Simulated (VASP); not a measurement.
Set up this calculation in VASP 6.6.1, as the native input.

```yaml
Task: relaxation of the atoms
Functional: PBE
Potentials_or_basis: VASP PAW PBE potentials, release 64 (Ge_d)
Cutoff: 600 eV
k_mesh: 10 × 10 × 10
Occupations: gaussian, width 0.03 eV
Spin: no spin polarisation
Further_INCAR_settings: ALGO = Normal; EDIFF = 1e-07; IBRION = 2; EDIFFG = -0.01; NSW = 40
```

The structure of Ge lies in POSCAR:

```
Ge                                      
1.0
   -0.0000000000      2.8995780595      2.8995780595
    2.8995780595      0.0000000000      2.8995780595
    2.8995780595      2.8995780595      0.0000000000
  Ge            
     2
Direct
     1.0000000000000000    1.0000000000000000    1.0000000000000000
     0.2500000000000000    0.2500000000000000    0.2500000000000000
```

The cell isn't the ideal one: a relaxed cell with its volume scaled by 1.02.

The input as run:

INCAR

```
PREC     = Accurate       # precision mode
ENCUT    = 600            # plane-wave cutoff, eV
EDIFF    = 1E-7           # SCF threshold, eV
ISMEAR   = 0              # smearing method
SIGMA    = 0.03           # smearing width, eV
LREAL    = False          # projectors in reciprocal space
LASPH    = True           # aspherical terms in the spheres
NELM     = 80             # most SCF steps
ALGO     = Normal         # electronic algorithm
ISIF     = 2              # what is computed and relaxed
LWAVE    = False          # write WAVECAR
LCHARG   = False          # write CHGCAR
GGA      = PE             # functional
IBRION   = 2              # ionic algorithm
NSW      = 40             # ionic steps
EDIFFG   = -0.01          # ionic threshold
```

KPOINTS

```
Automatic mesh
0
Gamma
  10 10 10
```

Potentials or basis: VASP PAW PBE potentials, release 64 (Ge_d).

Command:

```bash
$ cat potpaw_PBE.64/Ge_d/POTCAR > POTCAR
$ mpirun -np 1 vasp_std > vasp.out
```

It gave:

The pressure after relaxing is -1.1 GPa. The band gap on the k mesh is none (metal or under the smearing width).

Caveat: the relaxation stopped at its first step, so nothing moved.

Wall time 20 s on 1 thread of Intel(R) Xeon(R) 6975P-C (Granite Rapids), with other jobs on the host, peak memory 0.21 GiB.
